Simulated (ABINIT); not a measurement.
The system is AlN.

```xyz
4
Lattice="3.1130 0.0000 0.0000 -1.5565 2.6959 0.0000 0.0000 0.0000 4.9810" Properties=species:S:1:pos:R:3 pbc="T T T"
Al    1.5565    0.8986    2.4905
Al    0.0000    1.7973    0.0000
N     1.5565    0.8986    4.3833
N     0.0000    1.7973    1.8928
```

Base run:

| Item | Value |
| --- | --- |
| Program | ABINIT 10.8.3 (patched build) |
| Functional | LDA |
| Potentials or basis | PseudoDojo NC SR LDA v0.4.1 standard |
| Cutoff | 980 eV |
| k mesh | 8 × 8 × 4 |
| Occupations | fermi-dirac, width 0.05 eV |
| Spin | no spin polarisation |

Its results: band gap on the k mesh 4.26 eV, direct; pressure -6.3 GPa; largest force 0.114 eV/Å.

Task: The run is repeated on the same cell with these changes: functional from LDA to PBE; potentials or basis from PseudoDojo NC SR LDA v0.4.1 standard to PseudoDojo NC SR PBE v0.4.1 standard. What comes out?

Result: Band gap on the k mesh 4.22 eV, direct; pressure 2.9 GPa; largest force 0.131 eV/Å.

Caveats: the cutoff is short for stress, so the pressure is rough.

